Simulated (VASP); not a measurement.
# Si (Fd-3m) in VASP: notebook

One crystal, Si, is run at these levels: LDA; tasks: single point.

Program: VASP 6.6.1. These are calculated values, not measurements. Logs are shortened: lines on timing, memory, paths and dates and some standing lists are left out, and cuts for length are marked.

## Step 1: The undisturbed crystal

It takes space group Fd-3m (No. 227, cubic). The conventional cell has a = 5.444 Å, b = 5.444 Å, c = 5.444 Å, α = 90.00°, β = 90.00°, γ = 90.00°. Around Si (site symmetry -43m) lie 4 Si at 2.36 Å.

## Step 2: Single point, LDA (grid = ENCUT=350 dk=0.6 cell=2x2x1 ISMEAR=0 SIGMA=0.05 LREAL=Auto EDIFF=1e-06)

INCAR reads:

```
SYSTEM = Si
PREC = Accurate
ENCUT = 350
EDIFF = 1E-6
ISMEAR = 0
SIGMA = 0.05
LREAL = Auto
LASPH = .TRUE.
NELM = 120
ALGO = Fast
ISIF = 2
LWAVE = .FALSE.
LCHARG = .FALSE.
NBANDS = 22
```

KPOINTS reads:

```
Automatic mesh
0
G
  4 4 4
  0 0 0
```

POSCAR reads:

```
Si
1.0
    0.0000000000      5.4437023730      5.4437023730
    5.4437023730      0.0000000000      5.4437023730
    2.7218511865      2.7218511865      0.0000000000
Si
7
Direct
    0.2500000000      0.7500000000      0.5000000000
    0.7500000000      0.2500000000      0.5000000000
    0.7500000000      0.7500000000      0.5000000000
    0.3750000000      0.3750000000      0.7500000000
    0.3750000000      0.8750000000      0.7500000000
    0.8750000000      0.3750000000      0.7500000000
    0.8750000000      0.8750000000      0.7500000000
```

Potentials or basis: VASP PAW LDA potentials, release 64 (Si).

On the command line:

```sh
$ cat potpaw_LDA.64/Si/POTCAR > POTCAR
$ mpirun -np 1 vasp_std > vasp.out
```

OUTCAR:

```text
SYSTEM = Si
   PREC = Accurate
   ENCUT = 350
   EDIFF = 1E-6
   ISMEAR = 0
   LREAL = Auto
   LASPH = .TRUE.
   NELM = 120
   ISIF = 2

 Found     21 irreducible k-points:

 Following reciprocal coordinates:
            Coordinates               Weight
  0.000000  0.000000  0.000000      1.000000
  0.250000  0.000000  0.000000      4.000000
  0.500000  0.000000  0.000000      2.000000
  0.250000  0.250000  0.000000      2.000000
  0.500000  0.250000  0.000000      4.000000
 -0.250000  0.250000  0.000000      2.000000
   k-points           NKPTS =     21   k-points in BZ     NKDIM =     21   number of bands    NBANDS=     22
   number of dos      NEDOS =    301   number of ions     NIONS =      7
   total plane-waves  NPLWV =  55296
   dimension x,y,z NGX =    48 NGY =   48 NGZ =   24
   dimension x,y,z NGXF=    96 NGYF=   96 NGZF=   48
   ions per type =               7
   NGX,Y,Z   is equivalent  to a cutoff of  10.37, 10.37, 10.37 a.u.
   NGXF,Y,Z  is equivalent  to a cutoff of  20.73, 20.73, 20.73 a.u.
 SYSTEM =  Si
   PREC   = accura    normal or accurate (medium, high low for compatibility)
   ISTART =      0    job   : 0-new  1-cont  2-samecut
   ICHARG =      2    charge: 1-file 2-atom 10-const
   ISPIN  =      1    spin polarized calculation?
   LNONCOLLINEAR =      F non collinear calculations
   LSORBIT =      F    spin-orbit coupling
   LASPH  =      T    aspherical Exc in radial PAW
   ENCUT  =  350.0 eV  25.72 Ry    5.07 a.u.  11.74 11.74  5.87*2*pi/ulx,y,z
   NELM   =    120;   NELMIN=  2; NELMDL= -5     # of ELM steps
   EDIFF  = 0.1E-05   stopping-criterion for ELM
   LREAL  =      T    real-space projection
   EDIFFG = 0.1E-04   stopping-criterion for IOM
   NSW    =      0    number of steps for IOM
   IBRION =     -1    ionic relax: 0-MD 1-quasi-New 2-CG
   NFREE  =      0    steps in history (QN), initial steepest desc. (CG)
   ISIF   =      2    stress and relaxation
   ISYM   =      2    0-nonsym 1-usesym 2-fastsym
   POTIM  = 0.5000    time-step for ionic-motion
   TEBEG  =    0.0;   TEEND  =   0.0 temperature during run
   PSTRESS=    0.0 pullay stress
   NELECT =      28.0000    total number of electrons
   NUPDOWN=      -1.0000    fix difference up-down
   EMIN   =  10.00;   EMAX   =-10.00  energy-range for DOS
   EFERMI =   0.00;   METHOD = LEGACY
   ISMEAR =     0;   SIGMA  =   0.05  broadening in eV -4-tet -1-fermi 0-gaus
   EFERMI_NEDOS =   21; number of points for ismear=-14 and -15
   IALGO  =     68    algorithm
   IMIX   =      4    mixing-type and parameters
     AMIX     =   0.40;   BMIX     =  1.00
     AMIX_MAG =   1.60;   BMIX_MAG =  1.00
  volume/ion in A,a.u.               =      23.05       155.52
  Fermi-wavevector in a.u.,A,eV,Ry     =   0.913201  1.725700 11.346394  0.833936
  Thomas-Fermi vector in A             =   2.037685
   LORBIT       =      0    0 simple, 1 ext, 2 COOP (PROOUT), +10 PAW based schemes
   GGA     = CA    functional components
   LHFCALC =     F    Hartree Fock is set to
   AEXX    =    0.0000 exact exchange contribution
   IVDW    =     0    specifies the selected vdW correction
   LEPSILON=     F    determine dielectric tensor
   LRPA    =     F    only Hartree local field effects (RPA)
 non-spin polarized calculation
 RMM-DIIS sequential band-by-band and
 Gauss-broadening in eV      SIGMA  =   0.05
  energy-cutoff  :      350.00
  volume of cell :      161.32
 maximum number of plane-waves:      2417
 NGX is ok and might be reduce to    48
   NGX = 23   NGY = 23   NGZ = 11

 number of electron      27.9999995 magnetization

 Free energy of the ion-electron system (eV)
  ---------------------------------------------------
  ext. energy  EPLUGINS =         0.00000000
  ---------------------------------------------------
  free energy    TOTEN  =       -38.51531737 eV

  energy without entropy =      -38.51420265  energy(sigma->0) =      -38.51476001

 E-fermi :   4.4854     XC(G=0):  -9.0901

 val. band max:        4.4811074893   @ k =   0.2500   0.2500   0.2500
 cond. band min:       4.5818581257   @ k =   0.0000   0.0000   0.5000
 fundamental gap:      0.1007506363
 Fermi energy:         4.4854319038

 k-point     1 :       0.0000    0.0000    0.0000
  band No.  band energies     occupation
      1      -7.0807      2.00000
      2      -5.0715      2.00000
      3      -4.3384      2.00000
      4      -3.1209      2.00000
      5      -2.3583      2.00000
      6      -1.9931      2.00000
      7       0.7435      2.00000
      8       1.9190      2.00000
      9       2.1625      2.00000
     10       3.2571      2.00000
     11       3.6053      2.00000
     12       3.7429      2.00000
     13       3.9369      2.00000
     14       5.3682      0.00000
     15       5.6273      0.00000
     16       6.0068      0.00000
     17       6.1904      0.00000
     18       6.2736      0.00000
     19       6.6527      0.00000
     20       6.7665      0.00000
     21       7.3524      0.00000
     22       7.4871      0.00000

 k-point     2 :       0.2500    0.0000    0.0000
  band No.  band energies     occupation
      1      -6.9161      2.00000
      2      -5.4512      2.00000
      3      -4.5597      2.00000
      4      -3.1159      2.00000
      5      -1.9677      2.00000
      6      -1.3927      2.00000
      7       1.0620      2.00000
      8       1.6888      2.00000
      9       2.0474      2.00000
     10       2.4490      2.00000
     11       3.1035      2.00000
     12       3.6811      2.00000
     13       3.7863      2.00000
     14       4.8807      0.00000
     15       5.5472      0.00000
     16       5.9555      0.00000
     17       6.3462      0.00000
     18       6.5081      0.00000
     19       6.7692      0.00000
     20       7.0747      0.00000
     21       7.7252      0.00000
     22       7.8572      0.00000

 k-point     3 :       0.5000    0.0000    0.0000
  band No.  band energies     occupation
      1      -6.6268      2.00000
      2      -5.9595      2.00000
      3      -4.6271      2.00000
      4      -3.2126      2.00000
      5      -1.6115      2.00000
      6      -0.3076      2.00000
      7       0.6867      2.00000
      8       1.1560      2.00000
      9       2.2548      2.00000
     10       2.2917      2.00000
     11       2.8320      2.00000
     12       3.5620      2.00000
     13       3.6934      2.00000
     14       3.7033      2.00000
     15       5.7571      0.00000
     16       5.9385      0.00000
     17       6.3808      0.00000
     18       6.3817      0.00000
     19       6.4901      0.00000
     20       8.0438      0.00000
     21       8.0583      0.00000
     22       8.8340      0.00000

 k-point     4 :       0.2500    0.2500    0.0000
  band No.  band energies     occupation
      1      -6.8466      2.00000
      2      -5.1889      2.00000
      3      -5.1225      2.00000
      4      -3.1867      2.00000
      5      -1.4798      2.00000
      6      -1.4786      2.00000
      7       1.4917      2.00000
      8       2.0188      2.00000
      9       2.1216      2.00000
     10       2.4372      2.00000
     11       2.7313      2.00000
     12       3.2066      2.00000
     13       3.4810      2.00000
     14       5.0358      0.00000
     15       5.4133      0.00000
     16       5.5376      0.00000
     17       6.1981      0.00000
     18       6.4015      0.00000
     19       6.7860      0.00000
     20       7.1538      0.00000
     21       8.0467      0.00000
     22       8.1751      0.00000

 k-point     5 :       0.5000    0.2500    0.0000
  band No.  band energies     occupation
      1      -6.5119      2.00000
      2      -5.9105      2.00000
      3      -5.0528      2.00000
      4      -3.1091      2.00000
      5      -1.4687      2.00000
      6      -0.0916      2.00000
      7       0.7399      2.00000
      8       1.5756      2.00000
      9       2.2771      2.00000
     10       2.3766      2.00000
     11       2.7915      2.00000
     12       2.8512      2.00000
     13       3.4318      2.00000
     14       3.8742      2.00000
     15       4.9971      0.00000
     16       6.0049      0.00000
     17       6.3428      0.00000
     18       6.5803      0.00000
     19       6.9340      0.00000
     20       7.6708      0.00000
     21       8.2208      0.00000
     22       8.4528      0.00000

 k-point     6 :      -0.2500    0.2500    0.0000
  band No.  band energies     occupation
      1      -6.6621      2.00000
      2      -5.8208      2.00000
      3      -4.8845      2.00000
      4      -2.8222      2.00000
      5      -1.8254      2.00000
      6      -0.5425      2.00000
      7       0.5759      2.00000
      8       1.8638      2.00000
      9       2.2329      2.00000
     10       2.2957      2.00000
     11       2.7321      2.00000
     12       2.9078      2.00000
     13       3.6203      2.00000
     14       4.4274      1.89944
     15       4.9615      0.00000
     16       5.8300      0.00000
     17       6.4851      0.00000
     18       6.8334      0.00000
     19       7.1640      0.00000
     20       7.9032      0.00000
     21       8.0011      0.00000
     22       8.5331      0.00000

 [... further k-points ...]

------------------------ aborting loop because EDIFF is reached ----------------------------------------

  FORCE on cell =-STRESS in cart. coord.  units (eV):
  Direction    XX          YY          ZZ          XY          YZ          ZX
  --------------------------------------------------------------------------------------
  -------------------------------------------------------------------------------------
  Total       -4.3636072     -4.3636072     -4.8136093      1.3141405      0.0000000      0.0000000
  in kB      -43.3384236    -43.3384236    -47.8077501     13.0517659      0.0000000      0.0000000
  external PRESSURE =     -44.8281991 kB  Pullay stress =       0.0000000 kB

 VOLUME and BASIS-vectors are now :
 -----------------------------------------------------------------------------
  energy-cutoff  :      350.00
  volume of cell :      161.32
      direct lattice vectors                 reciprocal lattice vectors
     0.000000000  5.443702373  5.443702373    -0.091849254  0.091849254  0.091849254
     5.443702373  0.000000000  5.443702373     0.091849254 -0.091849254  0.091849254
     2.721851186  2.721851186  0.000000000     0.183698507  0.183698507 -0.183698507

 POSITION                                       TOTAL-FORCE (eV/Angst)
 -----------------------------------------------------------------------------------
      5.44370      2.72185      5.44370         0.025153     -0.025153      0.239626
      2.72185      5.44370      5.44370        -0.025153      0.025153      0.239626
      5.44370      5.44370      8.16555        -0.000000     -0.000000      0.153140
      4.08278      4.08278      4.08278        -0.000000     -0.000000     -0.434946
      6.80463      4.08278      6.80463        -0.025120      0.025120     -0.086584
      4.08278      6.80463      6.80463         0.025120     -0.025120     -0.086584
      6.80463      6.80463      9.52648        -0.000000     -0.000000     -0.024278
 -----------------------------------------------------------------------------------
    total drift:                                0.000000      0.000000     -0.000145

  FREE ENERGIE OF THE ION-ELECTRON SYSTEM (eV)
  ---------------------------------------------------
  free  energy   TOTEN  =       -38.5153173658 eV

  energy  without entropy=      -38.5142026545  energy(sigma->0) =      -38.51476001
```

Wall time 52 s (1 thread of Intel Xeon Platinum 8259CL at 2.50GHz (Skylake/Cascade Lake), shared host); peak memory 0.18 GiB.

These settings aren't checked as converged: the numbers below hold their error.

What came out:

```
Free energy            : -38.5153 eV
Pressure               : -4.5 GPa
Largest force          : 0.435 eV/Å
Band gap on the k mesh : none (metal or under the smearing width)
```

Caveat: the k mesh is coarse (spacing up to 0.50 Å⁻¹), so the values aren't converged.

(Part 1 of 2 ends here.)
